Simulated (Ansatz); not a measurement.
HfN, DFT, LDA, PAW with Ansatz's default frozen-core files, scalar-relativistic (Ansatz 0.2.0), run on 1 thread of Arm Neoverse V2 on a shared host.

The cell comes from COD entry 1539063, which wasn't checked; take it as a given geometry. The listed cell was then made from it by scaling, straining or moving an atom.

Command: `ansatz run input.yaml --threads 1 --pin off --max-ram 3072MiB --backend cpu --events-out ev --progress --plain --runs-dir out`

```yaml
crystal:
  lattice:
    - [-0.02259, 2.247705, 2.247705]
    - [2.247705, -0.02259, 2.247705]
    - [2.247705, 2.247705, -0.02259]
  atoms:
    - { symbol: Hf, position: [0.0, 0.0, 0.0] }
    - { symbol: "N", position: [0.5, 0.5, 0.5] }
kpoints:
  mp_grid: { grid: [10, 10, 10] }
scf:
  occupations: { method: fermi_dirac, width: 0.03 }
hamiltonian:
  xc: lda
  pseudopotentials: { kind: paw }
output:
  forces: true
  stress: true
  eigenvalues: true
  efg: { contact_densities: true }
```

**Question.** How large is the problem that the program sets up?

**Answer.** 116 irreducible k-points, 459 plane waves at Γ, 20 bands.

**Question.** Estimate the wall time and the peak memory.

**Answer.** 4.8 s of wall time for 7 SCF iterations, with a peak of 0.39 GiB. Times on shared machines scatter by tens of per cent.

**Question.** And the same cell and mesh by crystal-made all-electron datasets, asked for forces, stress, eigenvalues, efg, on the same hardware?

**Answer.** 24 s, peak memory 0.68 GiB.
